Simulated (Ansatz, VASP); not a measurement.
## HfO2: VASP beside Ansatz

```
Hf O
1.0
     0.00000    2.54873    2.54873
     2.54873    0.00000    2.54873
     2.54873    2.54873    0.00000
Hf O
1 2
Direct
  0.00000 0.00000 0.00000
  0.25000 0.25000 0.25000
  0.75000 0.75000 0.75000
```

Change from the starting cell: volume scaled by 1, PAW files.

Alike in both runs: task single point; functional PBE; k mesh 11 × 11 × 11; occupations fermi-dirac, width 0.05 eV; no spin polarisation.

```csv
,VASP,Ansatz
version,VASP 6.6.1,Ansatz 0.2.0
potentials or method,"VASP PAW PBE potentials, release 64 (Hf_pv, O)","PAW with Ansatz's default frozen-core files, scalar-relativistic"
plane-wave cutoff (eV),520,420
valence electrons in the cell,22,38
```

|  | VASP | Ansatz | Ansatz less VASP |
| --- | --- | --- | --- |
| gap on the k mesh at the Fermi level (eV) | 3.83 | 3.82 | -0.010 |
| pressure (GPa) | -3.6 | 0.0 | +3.62 |

The functional is the same, so the differences come from potentials, cutoffs and numerics. The two sets of potentials don't hold the same shells in valence.

Caveats: spin-orbit coupling is left out, which moves the levels of the heavy elements; an odd mesh through Γ misses points on the zone boundary, where band edges often lie.
